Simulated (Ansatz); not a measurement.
# NaF (CsCl type): the dielectric function from several functionals

Aim: the dielectric function of NaF (CsCl type) in the independent-particle picture, and how it depends on the functional and on the gap. The runs, in order: HSE06 for the gap; optics with PBE on 8×8×8; optics with r2SCAN on 8×8×8; optics with PBE and scissors to the HSE06 gap on 8×8×8.

Computed with Ansatz 0.2.0 (plane waves, PAW; no local fields, no excitons, unless a step's input says otherwise).

### Step 1. The system as given

The structure is cubic, space group Pm-3m (No. 221). Conventional cell: a = 2.793 Å, b = 2.793 Å, c = 2.793 Å, α = 90.00°, β = 90.00°, γ = 90.00°. Na (site symmetry m-3m) is surrounded by 8 F at 2.42 Å. F (site symmetry m-3m) is surrounded by 8 Na at 2.42 Å.

As a file:

```xyz
2
Lattice="2.7935 0.0000 0.0000 0.0000 2.7935 0.0000 0.0000 0.0000 2.7935" Properties=species:S:1:pos:R:3 pbc="T T T"
Na    0.0000    0.0000    0.0000
F     1.3967    1.3967    1.3967
```

Cell and atoms come from an earlier r2SCAN relaxation.

### Step 2. The gap to aim at

File input.yaml:

```yaml
crystal:
  lattice:
    - [2.7934851994, 0.0, 0.0]
    - [0.0, 2.7934851994, 0.0]
    - [0.0, 0.0, 2.7934851994]
  atoms:
    - { symbol: Na, position: [0.0, 0.0, 0.0] }
    - { symbol: F, position: [0.5, 0.5, 0.5] }
kpoints:
  mp_grid: { grid: [6, 6, 6] }
  band_path:
    path:
      - [0.0, 0.0, 0.0]
      - [0.0, 0.5, 0.0]
      - [0.5, 0.5, 0.0]
      - [0.5, 0.5, 0.5]
      - [0.0, 0.5, 0.5]
    npoints: 1
hamiltonian:
  xc: hse06
scf:
  occupations: { method: fixed }
  n_extra_bands: 4
output:
  forces: true
  stress: true
  eigenvalues: true
```

Run with:

```bash
ansatz run input.yaml --threads 4 --pin off --max-ram 3686MiB --backend cpu --events-out ev --progress --plain --runs-dir out
```

Output:

```text
Warning: output.stress: scf.convergence.dr2_threshold = 1e-7 eV (the SCF's general default) is looser than the 2e-10 eV advised for a printed stress (1e-10 eV for each atom of the cell: 2). What an SCF threshold leaves in a stress goes as its square root, and in the free energy as the threshold itself, and one threshold admits the most on a small cell: of the crystals measured, under no hybrid functional and no lock of the moments, on runs that ended without the residual-converged pass, on stresses that held no estimate of that error, the worst erred by over 100 MPa in a component at 1e-7 eV an atom and by under 5 at 1e-10. Set scf.convergence.dr2_threshold to 2e-10 eV or tighter. The threshold is an SCF's pass mark: one that does not reach it within its budget of iterations ends unconverged, or closes short of it on a stop that the run arms, and scf.convergence.dr2_threshold's page says what that costs each kind of run
Warning: output.stress: scf.exx.energy_threshold = 1e-6 eV is looser than the 2e-8 eV advised for a stress under a hybrid functional (1e-8 eV for each atom of the cell: 2). Every SCF of the exchange loop can meet its threshold on dr2 while the loop round them stops early: no threshold on dr2 bounds what that leaves in the stress. Set scf.exx.energy_threshold to 2e-8 eV or tighter. The threshold is the loop's pass mark: a loop that does not reach it within its budget of cycles ends unconverged, and scf.exx.energy_threshold's page has the law
Warning: RAYON_NUM_THREADS=4 ignored (pool sized by the plan → 4); use --threads N
scf.n_extra_bands = 4 over 8 filled bands (N_el = 16.0): the run solves 12 bands
Engine: ansatz 0.2.0, aarch64-unknown-linux-gnu
Pseudopotentials: kind: paw
Pseudopotential: Na, paw, valence charge 9, recommended cutoff 420 eV (normal), Na.paw.azcp
Pseudopotential: F, paw, valence charge 7, recommended cutoff 420 eV (normal), F.paw.azcp
Functional definition: HSE06
  parameter a = 0.25
  parameter omega = 0.11/bohr
  exchange = pbe_x - a*pbe_x_sr(omega) + a*exact_x_sr(omega)
  correlation = pbe_c
davidson cushion auto → on  (no smearing: the cushion is to keep the highest requested band from converging to the state above it; pin scf.eigensolver.cushion to override)
Crystal: 2 atoms, lattice volume = 21.799 Å³
Basis set: ecut = 420 eV, 437 PW (Γ), exchange–correlation on 40×40×40 points (8 copies of the dense FFT grid, shifted against one another)
Bands: 12, of which v1, the nominal top of the filled ones, is band 8 counted from 1 (7 counted from 0)
Symmetry: 48 space group operations
Space group: Pm-3m (ITA 221), of the structure as read, at distance tolerance 2.8e-5 Å
k-points: 20 of 216
Non-local potential: Na, projectors of the file, l = 0: 3, l = 1: 2, l = 2: 1
Non-local potential: F, projectors of the file, l = 0: 2, l = 1: 2, l = 2: 1
PAW form: soft (Blöchl's): semilocal exchange-correlation on the pseudo side does not see the compensation charge
PAW frozen core: Na, regenerated for the run's functional, and the local potential with it (the file was generated under x = pbe(κ = 0.804, μ = 0.2195149727645171), c = pbe(β = 0.06672455060314922))
PAW frozen core: F, regenerated for the run's functional, and the local potential with it (the file was generated under x = pbe(κ = 0.804, μ = 0.2195149727645171), c = pbe(β = 0.06672455060314922))
PAW one-centre angular grid: Na, 110 points (default); XC on 96 Gauss nodes
PAW one-centre angular grid: F, 110 points (default); XC on 64 Gauss nodes
Initial density: superposition of atomic densities (neutral atoms: chi_scale 0, normalization atom), corrected by the library's trained network
Initial wavefunctions: pseudopotential atomic-orbital guess
Functional: x = pbe(κ = 0.804, μ = 0.2195149727645171), c = pbe(β = 0.06672455060314922), warm-up for x = pbe(κ = 0.804, μ = 0.2195149727645171) + 0.25 (exact − pbe) at short range (hse, ω = 0.20786987370883472 Å⁻¹), c = pbe(β = 0.06672455060314922); HSE06 as pw.x's `hse` composes it (authors' and Libxc's form: `xc: wpbeh`)
SCF iter   1: F=—  HF=-2297.091758 eV  |F-HF|=—  |Δ(HF+E_count)|=         —  Δρ=1.91e-3  dr2=8.42e-4  ethr=1.77e-3  ⟨swp⟩=2.0  Hψ=1653  notcnv=0
preconditioner: auto → none  [insulator: Δε(μ)=6.090 eV  Ē_g=27.287 eV  n_scr=6 (ndim 8)  ℏωp=29.8 eV  f_vac=0.030]
SCF iter   2: F=-2297.091581 eV  HF=-2297.091678 eV  |F-HF|=9.69e-5  |Δ(HF+E_count)|=   7.97e-5  Δρ=1.43e-3  dr2=1.83e-4  ethr=5.27e-6  ⟨swp⟩=3.0  Hψ=698  notcnv=0
SCF 1 stopped early in 2 iterations: F = -2297.091581 eV  dr2 = 1.83e-4
Initial density: handed on by an earlier stage of this run
Initial wavefunctions: those handed on with the density
Functional: x = pbe(κ = 0.804, μ = 0.2195149727645171) + 0.25 (exact − pbe) at short range (hse, ω = 0.20786987370883472 Å⁻¹), c = pbe(β = 0.06672455060314922); HSE06 as pw.x's `hse` composes it (authors' and Libxc's form: `xc: wpbeh`)
Exchange kernel: α = 0.2500, screened, ω = 0.2079 Å⁻¹, Wigner–Seitz truncation, v(0) = 1038.4980 eV·Å³, q-mesh 6×6×6, nearest image of the exchange supercell L = 16.76 Å, pair-density grid 15×15×15, without the augmentation charges, whose exchange is taken in its separable form by FFT convolution over the k-point mesh (sized by the pseudopotential files, 20×20×20 at the most), smooth part of the exact exchange by density-matrix convolution
Frozen-core exchange: fock
SCF iter   1: F=—  HF=-2297.113806 eV  |F-HF|=—  |Δ(HF+E_count)|=         —  Δρ=9.96e-3  dr2=1.93e-2  ethr=1.14e-5  ⟨swp⟩=4.6  Hψ=984  notcnv=0
preconditioner: auto → none  [insulator: Δε(μ)=8.437 eV  Ē_g=30.626 eV  n_scr=6 (ndim 8)  ℏωp=29.8 eV  f_vac=0.028]
SCF iter   2: F=—  HF=-2297.107579 eV  |F-HF|=—  |Δ(HF+E_count)|=   6.23e-3  Δρ=5.39e-3  dr2=2.02e-3  ethr=1.14e-5  ⟨swp⟩=4.0  Hψ=846  notcnv=0
SCF iter   3: F=—  HF=-2297.110218 eV  |F-HF|=—  |Δ(HF+E_count)|=   2.64e-3  Δρ=2.10e-3  dr2=6.19e-4  ethr=1.08e-5  ⟨swp⟩=2.0  Hψ=561  notcnv=0
SCF iter   4: F=—  HF=-2297.110028 eV  |F-HF|=—  |Δ(HF+E_count)|=   1.90e-4  Δρ=7.54e-4  dr2=8.82e-5  ethr=3.72e-6  ⟨swp⟩=2.0  Hψ=560  notcnv=0
iter 5 solved again at ethr=2.96e-9 eV; its pass at ethr=4.00e-7 eV (dr2=4.73e-7 eV) is discarded
SCF iter   5: F=—  HF=-2297.110011 eV  |F-HF|=—  |Δ(HF+E_count)|=   1.77e-5  Δρ=7.77e-5  dr2=1.22e-5  ethr=2.96e-9  ⟨swp⟩=3.5  Hψ=1285  notcnv=0
eigensolver tolerance schedule calibrated: the retry pair's looser diagonalisation under-reported the residual by θ = 0.29 (0.13/decade); ethr = c·dr2/N_el runs at the constant in force after the calibration composes with the one it found (an armed cap, an earlier calibration), c = 5.6e-2
SCF iter   6: F=—  HF=-2297.110085 eV  |F-HF|=—  |Δ(HF+E_count)|=   7.45e-5  Δρ=3.84e-4  dr2=2.07e-5  ethr=2.31e-9  ⟨swp⟩=4.0  Hψ=910  notcnv=0
SCF iter   7: F=-2297.110060 eV  HF=-2297.110078 eV  |F-HF|=1.86e-5  |Δ(HF+E_count)|=   6.86e-6  Δρ=1.44e-5  dr2=4.60e-7  ethr=2.31e-9  ⟨swp⟩=4.0  Hψ=857  notcnv=0
SCF 2 stopped early in 7 iterations: F = -2297.110060 eV  dr2 = 4.60e-7
hybrid outer 1: dexx = +3.380e-3 eV, tail = 8.69e-6 eV
Exchange kernel: α = 0.2500, screened, ω = 0.2079 Å⁻¹, Wigner–Seitz truncation, v(0) = 1038.4980 eV·Å³, q-mesh 6×6×6, nearest image of the exchange supercell L = 16.76 Å, pair-density grid 15×15×15, without the augmentation charges, whose exchange is taken in its separable form by FFT convolution over the k-point mesh (sized by the pseudopotential files, 20×20×20 at the most), smooth part of the exact exchange by density-matrix convolution
Frozen-core exchange: fock
SCF iter   1: F=—  HF=-2297.110115 eV  |F-HF|=—  |Δ(HF+E_count)|=         —  Δρ=9.23e-5  dr2=1.31e-6  ethr=2.72e-7  ⟨swp⟩=3.0  Hψ=628  notcnv=0
preconditioner: auto → none  [insulator: Δε(μ)=8.332 eV  Ē_g=30.534 eV  n_scr=6 (ndim 8)  ℏωp=29.8 eV  f_vac=0.042]
SCF iter   2: F=—  HF=-2297.110114 eV  |F-HF|=—  |Δ(HF+E_count)|=   5.48e-7  Δρ=1.96e-5  dr2=3.40e-8  ethr=4.04e-9  ⟨swp⟩=3.1  Hψ=775  notcnv=0
SCF iter   3: F=—  HF=-2297.110114 eV  |F-HF|=—  |Δ(HF+E_count)|=   1.46e-7  Δρ=9.35e-6  dr2=9.14e-9  ethr=5.76e-11  ⟨swp⟩=3.5  Hψ=813  notcnv=0
SCF iter   4: F=-2297.110114 eV  HF=-2297.110114 eV  |F-HF|=2.59e-11  |Δ(HF+E_count)|=   6.99e-9  Δρ=5.15e-7  dr2=7.13e-11  ethr=3.11e-11  ⟨swp⟩=3.0  Hψ=728  notcnv=0
SCF 3 converged in 4 iterations: F = -2297.110114 eV  dr2 = 7.13e-11
  Residual-converged pass: ⟨swp⟩=2.1  Hψ=419  notcnv=0  max |occ|·‖R‖ = 2.4e-6 eV (tolerance 2.4e-6 eV)  dr2=7.20e-11  dr2_onsite=2.48e-11  max |Δocc| = 0.0e0
hybrid outer 2: dexx = +1.187e-7 eV, tail = 3.41e-9 eV, Δε = 2.73e-3 eV (about 6.59e-5 eV left of the loop's levels)
NSCF: frozen V_eff on 5 k-points
hybrid SCF converged: 2 outer / 11 inner (+2 warm-up), last move |dexx| = 1.19e-7 eV, tail = 3.41e-9 eV
Stability not checked: this state was not tested for a lower state beside it, because the functional holds exact exchange (a hybrid, or Hartree-Fock), whose exchange loop this test does not read (fock_operator; see scf.lower_state_search)
Free energy (F): -2297.110114 eV
Frozen-core exchange: fock
Harris-Foulkes:  -2297.110114 eV  (|F-HF|=2.59e-11)
Internal energy: -2297.110114 eV  (E = F + TS)
E sigma→0 (E₀):  -2297.110114 eV
Fermi energy:    1.263381 eV
--- Per-component energies (eV) ---
  E_band       = -260.944208
  E_kinetic    = 331.926123
  E_local      = -1569.543425  (includes V_loc(G=0)·N_el)
  E_nonlocal   = 187.455229
  E_hartree    = 548.645282
  E_xc         = -96.576154
  E_vxc        = -122.836819  (∫ρ·V_xc dr)
  E_exx        = -69.899178  (= α·E_x^exact, valence–valence)
  E_paw        = -417.972426  (= ΣΔE_a)
  E_vpaw       = -45.439708  (= ΣTr[D̂ρ^β])
  E_aug_tail   = 0.001912  (compensation charges beyond the density's cutoff)
  E_ewald      = -1211.083366
  E_core_change = -0.064110  (= ΣΔE_core)
  E_smearing   = -0.000000  (= −TS)
  E_closure    = -0.000000  (closes the sum)
  Σ components = -2297.110114   (vs F -2297.110114, Δ=0.00e0)
--- Forces (eV/Å), atoms counted from 1 ---
  atom   1  Na     0.00000000    -0.00000000    -0.00000000
  atom   2  F      0.00000000     0.00000000     0.00000000
  max |Σ_I F_I| component: 3.16e-30 eV/Å
--- Stress (GPa, compression-positive) ---
        1.804573      -0.000000       0.000000
        0.000000       1.804573       0.000000
        0.000000       0.000000       1.804573
  P = ⅓ Tr σ = 1.8046 GPa (18.046 kbar)
--- Band table (eV; the first three rows and the last of 20) ---
  k-point 0: bands = ["-50.1241", "-20.2145", "-20.1701", "-20.1701", "-20.1701", "0.9112", "0.9112", "0.9112", "9.5940", "19.3032", "19.3032", "28.0323"]
  k-point 1: bands = ["-50.1175", "-20.5986", "-20.1625", "-20.1625", "-19.7649", "0.2127", "0.9435", "0.9435", "10.4910", "18.9340", "19.8396", "27.9041"]
  k-point 2: bands = ["-50.1042", "-20.9009", "-20.1473", "-20.1473", "-19.4138", "-0.9605", "1.0096", "1.0096", "12.5079", "17.4385", "21.4339", "27.6008"]
  k-point 19: bands = ["-50.0496", "-20.3524", "-20.3524", "-20.3524", "-19.4168", "-0.4883", "-0.4883", "-0.4883", "18.0154", "18.0154", "18.0154", "23.3759"]
```

Run time: 12 s. Hardware: 4 threads of Arm Neoverse N1, shared host; peak memory 0.68 GiB.

HSE06 puts the least direct gap over the mesh and the named points at 8.683 eV, and the least gap at 8.331 eV.

### Step 3. Optics, PBE

File input.yaml:

```yaml
crystal:
  lattice:
    - [2.7934851994, 0.0, 0.0]
    - [0.0, 2.7934851994, 0.0]
    - [0.0, 0.0, 2.7934851994]
  atoms:
    - { symbol: Na, position: [0.0, 0.0, 0.0] }
    - { symbol: F, position: [0.5, 0.5, 0.5] }
kpoints:
  mp_grid: { grid: [8, 8, 8] }
hamiltonian:
  xc: pbe
scf:
  occupations: { method: fixed }
output:
  optics:
    e_range: [0, 22]
    de: 0.05
    sigma: 0.1
    bands: { spectra_wanted_up_to: 22 }
```

Run with:

```bash
ansatz run input.yaml --threads 4 --pin off --max-ram 3686MiB --backend cpu --events-out ev --progress --plain --runs-dir out
```

Output:

```text
Warning: RAYON_NUM_THREADS=4 ignored (pool sized by the plan → 4); use --threads N
[... 4 set-up lines as earlier in the session ...]
Functional definition: PBE
  parameter kappa = 0.804
  parameter beta = 0.06672455060314922
  exchange = pbe_x(kappa = kappa, mu = beta*pi^2/3)
  correlation = pbe_c(beta = beta)
Crystal: 2 atoms, lattice volume = 21.799 Å³
Basis set: ecut = 420 eV, 437 PW (Γ)
Bands: 12, of which v1, the nominal top of the filled ones, is band 8 counted from 1 (7 counted from 0)
[... 2 set-up lines as earlier in the session ...]
k-points: 35 of 512
[... 3 set-up lines as earlier in the session ...]
PAW one-centre angular grid: Na, 110 points (default); XC on 64 Gauss nodes
[... 3 set-up lines as earlier in the session ...]
Functional: x = pbe(κ = 0.804, μ = 0.2195149727645171), c = pbe(β = 0.06672455060314922)
SCF iter   1: F=—  HF=-2297.092551 eV  |F-HF|=—  |Δ(HF+E_count)|=         —  Δρ=1.17e-3  dr2=3.72e-4  ethr=1.77e-3  ⟨swp⟩=4.6  Hψ=2072  notcnv=0  defer=54
preconditioner: auto → none  [insulator: Δε(μ)=6.094 eV  Ē_g=27.283 eV  n_scr=6 (ndim 8)  ℏωp=29.8 eV  f_vac=0.030  ε∞_Penn≈2.2]
SCF iter   2: F=—  HF=-2297.092043 eV  |F-HF|=—  |Δ(HF+E_count)|=   5.08e-4  Δρ=5.47e-4  dr2=4.09e-5  ethr=2.33e-6  ⟨swp⟩=2.0  Hψ=1024  notcnv=0  defer=61
SCF iter   3: F=—  HF=-2297.092074 eV  |F-HF|=—  |Δ(HF+E_count)|=   3.08e-5  Δρ=1.98e-4  dr2=4.59e-6  ethr=2.55e-7  ⟨swp⟩=2.2  Hψ=774  notcnv=0  defer=60
SCF iter   4: F=—  HF=-2297.092082 eV  |F-HF|=—  |Δ(HF+E_count)|=   8.29e-6  Δρ=6.63e-5  dr2=5.95e-7  ethr=2.87e-8  ⟨swp⟩=2.2  Hψ=578  notcnv=0  defer=16
SCF iter   5: F=—  HF=-2297.092080 eV  |F-HF|=—  |Δ(HF+E_count)|=   2.09e-6  Δρ=1.73e-5  dr2=4.64e-8  ethr=3.72e-9  ⟨swp⟩=3.0  Hψ=700  notcnv=0  defer=1
SCF iter   6: F=—  HF=-2297.092080 eV  |F-HF|=—  |Δ(HF+E_count)|=   3.01e-8  Δρ=1.20e-5  dr2=2.00e-8  ethr=2.90e-10  ⟨swp⟩=2.0  Hψ=560  notcnv=0  defer=1
SCF iter   7: F=—  HF=-2297.092080 eV  |F-HF|=—  |Δ(HF+E_count)|=   4.13e-9  Δρ=5.66e-6  dr2=4.49e-9  ethr=1.25e-10  ⟨swp⟩=1.4  Hψ=457  notcnv=0  defer=1
SCF iter   8: F=—  HF=-2297.092080 eV  |F-HF|=—  |Δ(HF+E_count)|=   1.08e-9  Δρ=1.13e-6  dr2=1.81e-10  ethr=2.81e-11  ⟨swp⟩=2.1  Hψ=520  notcnv=0  defer=1
SCF iter   9: F=-2297.092080 eV  HF=-2297.092080 eV  |F-HF|=3.64e-12  |Δ(HF+E_count)|=  4.82e-11  Δρ=1.54e-7  dr2=3.37e-12  ethr=1.00e-12  ⟨swp⟩=2.4  Hψ=1590  notcnv=0
SCF 1 converged in 9 iterations: F = -2297.092080 eV  dr2 = 3.37e-12
NSCF: frozen V_eff on 35 k-points
Optics k sum: 0 of 35 k-points
[...]
output.optics: what the bands over the 21 summed would add to eps1, eps2 and the energy-loss function is held between a lower and an upper bound (6 Lanczos steps). eps1, eps2 and their loss function (loss_summed_bands) are given on every row as the summed bands alone make them. Along an axis, on a row where the two bounds hold the loss function to about 1 % of the greater of itself and 0.5 % of |1/eps|, its cell (loss_completed) is given, with the completed eps1 and eps2 that it is formed of (a cell that is left empty reads nan in the table and null in the record). The two bounds hold it so along every axis on all 441 rows up to 22.000 eV. The run works to bound the rows up to 22.000 eV and no higher ones: a peak of the loss function over that energy may be left empty with no warning. To have the run work for it, set output.optics.bands.spectra_wanted_up_to to a higher energy. perfect_screening_sum, loss_f_sum_n_eff and, beside carriers, perfect_screening_limit are those of loss_summed_bands: over the bounded function the two sums would run over rows that are not all bounded, and lack what the bands left out lay past the top of the energy grid. Bounded is said of the bands left out alone, which are those that the basis at basis.ecutwfc holds: it says nothing of that cutoff, of the k-point mesh, of what the sum inside its cells errs by (eps2_relative_error), of the factors of all_electron_strengths, nor of how far the SCF is converged. The bands left out are taken at the k-points, and what their mean over the points' cells stands off that by is in neither bound: the run's estimate of it, which the test of a row counts in, is 0.05 % of |eps| at the most among the values given; where the mean stood off by over 0.5 % the points' spread read 0.1 to 3 times that
SCF converged after 9 iterations
Free energy (F): -2297.092080 eV
Harris-Foulkes:  -2297.092080 eV  (|F-HF|=3.64e-12)
Internal energy: -2297.092080 eV  (E = F + TS)
E sigma→0 (E₀):  -2297.092080 eV
Fermi energy:    2.933152 eV
--- Per-component energies (eV) ---
  E_band       = -216.131211
  E_kinetic    = 329.672103
  E_local      = -1566.333954  (includes V_loc(G=0)·N_el)
  E_nonlocal   = 188.677079
  E_hartree    = 546.042730
  E_xc         = -120.401602
  E_vxc        = -154.481845  (∫ρ·V_xc dr)
  E_paw        = -463.666991  (= ΣΔE_a)
  E_vpaw       = -105.752030  (= ΣTr[D̂ρ^β])
  E_aug_tail   = 0.001921  (compensation charges beyond the density's cutoff)
  E_ewald      = -1211.083366
  E_smearing   = -0.000000  (= −TS)
  E_closure    = 0.000000  (closes the sum)
  Σ components = -2297.092080   (vs F -2297.092080, Δ=0.00e0)
--- Band table (eV; the first three rows and the last of 35) ---
  k-point 0: bands = ["-45.3164", "-17.1030", "-17.1030", "-17.1030", "-16.9491", "2.5944", "2.5944", "2.5944", "9.0615", "18.7233", "18.7233", "26.9360"]
  k-point 1: bands = ["-45.3124", "-17.3497", "-17.0985", "-17.0985", "-16.6926", "2.1709", "2.6125", "2.6125", "9.5856", "18.4848", "19.0195", "26.8836"]
  k-point 2: bands = ["-45.3028", "-17.6153", "-17.0877", "-17.0877", "-16.4001", "1.3000", "2.6576", "2.6576", "10.8500", "17.6190", "19.9055", "26.7486"]
  k-point 34: bands = ["-45.2399", "-17.2899", "-17.2899", "-17.2899", "-16.1764", "1.2730", "1.2730", "1.2730", "17.3685", "17.3685", "17.3685", "22.3815"]
```

It took 4.6 s on 4 threads of Arm Neoverse N1, shared host; peak memory 0.61 GiB.

From the head of optics.tsv:

```
# eps_inf(xx yy zz) = 2.018482 2.018482 2.018482
# eps_inf_bands = all
# eps_inf_summed_bands(xx yy zz) = 1.938021 1.938021 1.938021
# eps_inf_completed(xx yy zz) = 2.018482 2.018482 2.018482
# eps2_relative_error = 0.0008
# eps_inf_relative_error = 0.0043
# f_sum_n_eff(xx yy zz) = 6.456294 6.456294 6.456294 of n_electrons = 16.000000
# n_bands = 21
# n_bands_set_by = photon_energy
# valid_up_to_ev = 35.888105
# least_direct_gap_ev = 6.467074e0 at k(fractional) = 0.000000 0.000000 0.000000, k_point = 0, channel = 0, bands = 7 8 (counted from 0)
```

The dielectric function from optics.tsv (isotropic), one row in 8 (narrow peaks fall between the rows):

```csv
E (eV),ε₂ xx,ε₁ xx
6.25,0.00,2.43
6.65,0.29,2.65
7.05,0.50,2.54
7.45,0.61,2.45
7.85,0.69,2.36
8.25,0.74,2.29
8.65,0.78,2.23
9.05,0.81,2.17
9.45,0.84,2.12
9.85,0.86,2.07
10.25,0.88,2.04
10.65,0.91,2.00
11.05,1.00,1.96
11.45,0.92,1.77
11.85,0.78,1.76
12.25,0.64,1.92
12.65,0.72,2.13
13.05,0.89,2.29
13.45,1.17,2.43
13.85,1.96,2.45
14.25,1.89,1.38
14.65,1.37,1.18
15.05,1.07,1.35
15.45,0.98,1.70
15.85,1.33,2.23
16.25,2.72,1.88
16.65,2.33,0.32
17.05,1.70,0.00
17.45,1.10,0.03
17.85,0.75,0.22
18.25,0.55,0.43
18.65,0.45,0.61
19.05,0.40,0.78
19.45,0.39,0.93
19.85,0.42,1.08
20.25,0.55,1.22
20.65,0.67,1.14
21.05,0.73,1.21
21.45,0.84,1.08
21.85,0.82,1.06
```

The columns hold the bands summed alone, whose ε₁ at zero energy is 1.94, below the completed ε∞ of 2.02.

Tallest peaks of ε₂: 1.0 at 11.15 eV, 2.2 at 13.95 eV, 3.0 at 16.40 eV.

[end of part 1 of 2]
